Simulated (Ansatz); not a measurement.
**Structures of Hf3H: which is lowest?**

Plane-wave DFT in Ansatz with scalar-relativistic PAW potentials, cutoff 420 eV, Γ-centred meshes chosen by cell and gap, Gaussian smearing with energies taken to zero width. Every cell was relaxed (cell and atoms) in a run of its own, within the symmetry of its start. Functional: PBE.

Relaxed structures (starts from databases or built by putting these elements on another compound's sites):
A. Pm-3n, 8 atoms in the computed cell, a = 5.348 Å; sites (symmetry × multiplicity) Hf -4m.2 × 6, H m-3. × 2; start: built
B. Pm-3m, 4 atoms in the computed cell, a = 4.228 Å; sites (symmetry × multiplicity) Hf 4/mm.m × 3, H m-3m × 1; start: built

Question: Rank them by energy. Could pressure change the order?

Answer:
```tsv
structure	group	E − E(lowest) (meV/atom)	V (Å³/atom)	gap on mesh (eV)
B	Pm-3m	0.0	18.90	0.00
A	Pm-3n	27.2	19.12	0.00
```

B is lowest, 27 meV/atom under A. The lowest is also the densest of these, so pressure wouldn't bring one of the others in at first order. Other structures may lie lower than all of these, and vibrations aren't counted.

Spin-orbit coupling is left out, which matters for the bands of heavy elements.